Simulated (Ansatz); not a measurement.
The system is Co.

```
CELL_PARAMETERS angstrom
2.47056 0.00000 0.00000
-1.23528 2.13957 0.00000
0.00000 0.00000 8.08823
ATOMIC_POSITIONS crystal
Co 0.66667 0.33333 0.75000
Co 0.00000 0.00000 0.50000
Co 0.33333 0.66667 0.25000
Co 0.00000 0.00000 0.00000
```

| Quantity | Value |
| --- | --- |
| Program | Ansatz 0.2.0 |
| Task | relaxation of cell and atoms |
| Functional | PBEsol |
| Dispersion | D3(BJ) |
| Potentials or basis | Ansatz PAW |
| Cutoff | 420 eV (not typed: the program's choice for these potentials) |
| k mesh | 12 × 12 × 4 |
| Occupations | fermi-dirac, width 0.05 eV |
| Spin | collinear spin, ferromagnetic start |
| Starting moments | [2.0, 2.0, 2.0, 2.0] μB |

At the start: volume 10.69 Å³/atom.

**Question.** How do energy, volume and symmetry change on relaxing?

**Answer.** It ends after 7 steps and the volume is 10.14 Å³/atom (-5.1 %); space group P6_3/mmc (No. 194, to 0.05 Å); moment 6.31 μB per cell.

Step by step:
```
step  energy change (eV)  largest force (eV/Å)  volume (Å³)
   1              0.0000                0.0000        42.75
   2             -0.0678                0.0000        41.60
   3             -0.0887                0.0000        40.50
   4             -0.0888                0.0000        40.59
   5             -0.0866                0.0000        40.59
   6             -0.0866                0.0000        40.57
   7             -0.0866                0.0000        40.57
```

Final structure:
```cif
data_structure
_symmetry_space_group_name_H-M 'P 1'
_symmetry_Int_Tables_number 1
_cell_length_a 2.4370
_cell_length_b 2.4370
_cell_length_c 7.8883
_cell_angle_alpha 90.000
_cell_angle_beta 90.000
_cell_angle_gamma 120.000
_cell_volume 40.57
loop_
_atom_site_label
_atom_site_type_symbol
_atom_site_fract_x
_atom_site_fract_y
_atom_site_fract_z
_atom_site_occupancy
Co1 Co 0.66667 0.33333 0.75000 1
Co2 Co 0.00000 0.00000 0.50000 1
Co3 Co 0.33333 0.66667 0.25000 1
Co4 Co 0.00000 0.00000 0.00000 1
```

Caveat: the plane-wave basis is chosen anew once the cell has moved, so the energies of steps on either side of that aren't comparable; pairwise dispersion overbinds metals, which lowers pressure and volume; the PAW data sets come from PBE, with cores solved anew for the run's functional, which leaves a small shift of forces and pressure.
